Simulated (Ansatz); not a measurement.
MnF2

The computed numbers are results of PBE with spin–orbit coupling (two-component spinors) in the plane-wave PAW code Ansatz at 420 eV, Γ-centred 6×6×8 mesh, 0.05 eV Gaussian smearing; PAW files: Ansatz's generated set soft_2.

```xyz
6
Lattice="4.9497 0.0000 0.0000 0.0000 4.9497 0.0000 0.0000 0.0000 3.3390" Properties=species:S:1:pos:R:3 pbc="T T T"
Mn    0.0000    0.0000    0.0000
Mn    2.4749    2.4749    1.6695
F     1.5103    1.5103    0.0000
F     0.9646    3.9851    1.6695
F     3.4394    3.4394    0.0000
F     3.9851    0.9646    1.6695
```

The chain of runs began from a cell as deposited in COD, expanded in volume.

Magnetic state: ferromagnetic, site spin moments Mn 4.32; F 0.41 μB, along [001] (Cartesian), which lowers the symmetry.

Cell and atoms are those of this level's equilibrium.

The cell has space group P4_2/mnm (read at 0.01 Å). In it the stress is 0.03, 0.03, -0.01, 0.00, 0.00, 0.00 GPa and the largest force component 0.003 eV/Å. Each change below starts from this cell, without further relaxation. Stress is in GPa, positive in compression, in the order xx, yy, zz, yz, xz, xy; energies are counted from the cell above.

Question: One atom was moved along a Cartesian axis, and these forces appeared. Which atom, and about how far?
```tsv
atom	Fx (eV/Å)	Fy	Fz
Mn1	-0.114	0.201	0.000
Mn2	-0.385	0.295	0.000
F3	-0.145	-0.149	0.000
F4	-0.184	0.213	0.000
F5	0.129	0.432	0.000
F6	0.698	-0.992	0.000
```

Answer: Atom 6 (F) is moved by 0.20 Å along y; the energy changes by 96.5 meV per cell.

Question: What stress follows from an engineering strain of 3 % in xy, atoms carried along?

Answer: 0.12, 0.12, 0.05, 0.00, 0.00, -1.90 GPa; the energy changes by 14.3 meV per cell.
```
atom  Fx (eV/Å)      Fy     Fz
 Mn1      0.000   0.000  0.000
 Mn2      0.000   0.000  0.000
  F3     -0.022  -0.022  0.000
  F4     -0.038   0.038  0.000
  F5      0.022   0.022  0.000
  F6      0.038  -0.038  0.000
```
The change of the stress over the strain gives a clamped-atom stiffness of about 63 GPa for this component.
In a harmonic crystal the energy would rise by V(½Cε² − σ₀ε), with σ₀ the stress of the unstrained cell, = 14.5 meV, which matches.

Site moments are of spin, integrated over Gaussian weights of 0.5 Å, which gives about a tenth less on f atoms than spheres do. No antiparallel order was tried. The relaxed cell is 4 % larger in volume than the cell of this structure in the Crystallography Open Database (13.11 Å³/atom, 1971).

The forces on the displaced fluorine show strong anisotropy. Its displacement along y produces a large x component as well, because the natural axes of the site lie along the in-plane diagonals. Motion along the diagonal within the plane of its three Mn neighbours changes Mn–F bond lengths and is stiff, whereas motion normal to that plane mainly bends bonds and is much softer. The sizeable push on F5 along y suggests that closed-shell F–F repulsion adds to the response.

Under xy shear, the fluorine forces oppose the stretching and compression of the in-plane Mn–F bonds. Internal relaxation would therefore lower the stiffness from 63 GPa, though probably only slightly, given how small these forces are.

The Mn moment fits high-spin d⁵, with the parallel spin on fluorine reflecting F 2p–Mn 3d covalency. MnF2 is in fact an antiferromagnet at low temperature, through superexchange across fluorine, so the ferromagnetic cell represents an excited spin arrangement, and the fluorine moments should partly cancel in the true ground state.
